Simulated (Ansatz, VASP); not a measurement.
# One calculation of W, two programs

The input INCAR:

```
SYSTEM = W
ALGO = Normal
EDIFF = 1E-7
ENCUT = 520
GGA = PE
ISIF = 2
ISMEAR = -1
LASPH = .True.
LCHARG = .True.
LELF = .True.
LREAL = .False.
LVHAR = .True.
LWAVE = .False.
NBANDS = 21
NELM = 60
PREC = Accurate
SIGMA = 0.08
```

Contents of KPOINTS:

```
k-points
0
Gamma
  11 11 11
  0 0 0
```

The input POSCAR:

```
W
1.0
    3.1834185694      0.0000000000      0.0000000000
    0.0000000000      3.1834185694      0.0000000000
    0.0000000000      0.0000000000      3.1834185694
W
2
Direct
    0.0000000000      0.0000000000      0.0000000000
    0.5000000000      0.5000000000      0.5000000000
```

Input for Ansatz:

```yaml
crystal:
  lattice:
    - [3.1834185694, 0.0, 0.0]
    - [0.0, 3.1834185694, 0.0]
    - [0.0, 0.0, 3.1834185694]
  atoms:
    - { symbol: W, position: [0.0, 0.0, 0.0] }
    - { symbol: W, position: [0.5, 0.5, 0.5] }
kpoints:
  mp_grid: { grid: [11, 11, 11] }
scf:
  occupations: { method: fermi_dirac, width: 0.08 }
hamiltonian:
  xc: pbe
  pseudopotentials: { kind: all_electron, lapw: { basis_error: 0.001 } }
output:
  forces: true
  stress: true
  eigenvalues: true
```

Alike in both runs: task single point; functional PBE; k mesh 11 × 11 × 11; occupations fermi-dirac, width 0.08 eV; no spin polarisation.

|  | VASP | Ansatz |
| --- | --- | --- |
| version | VASP 6.6.1 | Ansatz 0.2.0 |
| potentials or method | VASP PAW PBE potentials, release 64 (W_sv) | all-electron LAPW, scalar-relativistic |
| plane-wave cutoff (eV) | 520 | see its input |

```tsv
	VASP	Ansatz	Ansatz less VASP
pressure (GPa)	0.4	0.0	-0.43
```

Ansatz ran all-electron here, so the differences hold the error of VASP's frozen core and of both bases.

Spin-orbit coupling is left out, which matters for the levels of W.
